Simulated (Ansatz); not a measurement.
GaN: energy along a strain

GaN, P6_3mc, a = 3.218 Å, c = 5.243 Å. Ansatz: PBE, PAW, 420 eV, Γ-centred 12×12×6 mesh on 4 atoms, Gaussian smearing 0.05 eV; no spin polarisation. Cell vectors (Å): 3.218 0.000 0.000; -1.609 2.787 0.000; 0.000 0.000 5.243. The cell is strained by x per cent times the pattern (1 0 0 0 0 0) in the order xx yy zz yz xz xy (engineering shears), with fractional coordinates held. y is the free energy over the start, V0 = 11.758 Å³/atom.

```
x (%) y (meV/atom)
-6.00         57.62
-4.50         31.18
-3.00             ?
-1.50          3.21
 0.00          0.00
 1.50          2.99
 3.00         11.45
 4.50         24.80
 5.25         33.13
 6.00         42.45
```

Task: Fit y = c2 x² + c3 x³ to the other rows, get the stiffness along the pattern, and predict the missing energy.

Result: Least squares on the rows shown. y = 1.3875 x² − 0.035156 x³. The clamped-ion stiffness p·C·p = 2 × 13.88 eV × 160.2 / 11.758 Å³ = 378 GPa, which is C11 in these axes. At x = -3.00 the fit asked for gives 13.44 meV/atom. The run gave 13.34 meV/atom, so the fit is 0.10 meV/atom too high, within twice the rms miss on the fitted rows (0.08 meV/atom).